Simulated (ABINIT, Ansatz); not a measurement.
This is a calculation of CuO for ABINIT 10.8.3 (patched build). Measurements of this composition are mostly on another form, of space group No. 15.

The input run.abi:

```
# Pseudopotentials
pp_dirpath "./"
pseudos "Cu.GGA_PBE-JTH.xml, O.GGA_PBE-JTH.xml"

# Structure
structure "poscar:POSCAR"
natom 4

# Plane-wave basis
ecut 26.0
pawecutdg 48.0
pawxcdev 0

# k points
kptopt 1
ngkpt 8 8 6
nshiftk 1
shiftk 0.0 0.0 0.0

# Exchange and correlation
ixc 11

# Bands and occupations
nband 30
occopt 3
tsmear 0.00183747

# SCF cycle
nstep 100
tolvrs 1.0e-9

# Output
iomode 3
prtwf 0
prtden 0
prteig 0
prtebands 0
enunit 2
```

The input POSCAR:

```
CuO
1.0
    3.1754955000      0.0000000000      0.0000000000
    0.0000000000      3.1754955000      0.0000000000
    0.0000000000      0.0000000000      4.6495318700
Cu O
2 2
Direct
    0.0000000000      0.0000000000      0.0000000000  Cu
    0.5000000000      0.5000000000      0.0000000000  Cu
    0.5000000000      0.0000000000      0.2670000000  O
    0.0000000000      0.5000000000      0.7330000000  O
```

Potentials or basis: JTH PAW PBE v2.0.

Launch:

```console
$ mpirun --bind-to none -np 4 abinit run.abi > log 2>&1
```

Task: Set up the same calculation for Ansatz 0.2.0. Potentials or basis there: Ansatz PAW (earlier soft set), cutoff 420 eV.

Result: As run (cutoffs and basis follow the program's own potentials, and thresholds, step limits or extra output files can differ):

input.yaml

```yaml
crystal:
  lattice:
    - [3.1754955, 0.0, 0.0]
    - [0.0, 3.1754955, 0.0]
    - [0.0, 0.0, 4.64953187]
  atoms:
    - { symbol: Cu, position: [0.0, 0.0, 0.0] }
    - { symbol: Cu, position: [0.5, 0.5, 0.0] }
    - { symbol: O, position: [0.5, 0.0, 0.267] }
    - { symbol: O, position: [0.0, 0.5, 0.733] }
hamiltonian:
  xc: pbe
  pseudopotentials: { kind: paw, azcp: { folder: soft_1 } }
kpoints:
  mp_grid: { grid: [8, 8, 6] }
scf:
  occupations: { method: fermi_dirac, width: 0.05 }
output:
  forces: true
  stress: true
  eigenvalues: true
```

Potentials or basis: Ansatz PAW soft_1.

Launch:

```bash
$ ansatz run input.yaml --threads 1 --pin off --max-ram 3584MiB --backend cpu --events-out ev --progress --plain --runs-dir out
```

Both were run:

|  | ABINIT | Ansatz |
| --- | --- | --- |
| Pressure | 16.8 GPa | 16.8 GPa |
| Largest force | 0.864 eV/Å | 0.897 eV/Å |

Ansatz's pressure holds a Pulay term of +0.41 GPa for its cutoff of 420 eV, which the other run lacks.

Where Ansatz's input types no cutoff or centring, it takes its own default and a Γ-centred mesh.

The cell lies far from this level's equilibrium.

Pressure is positive in compression.
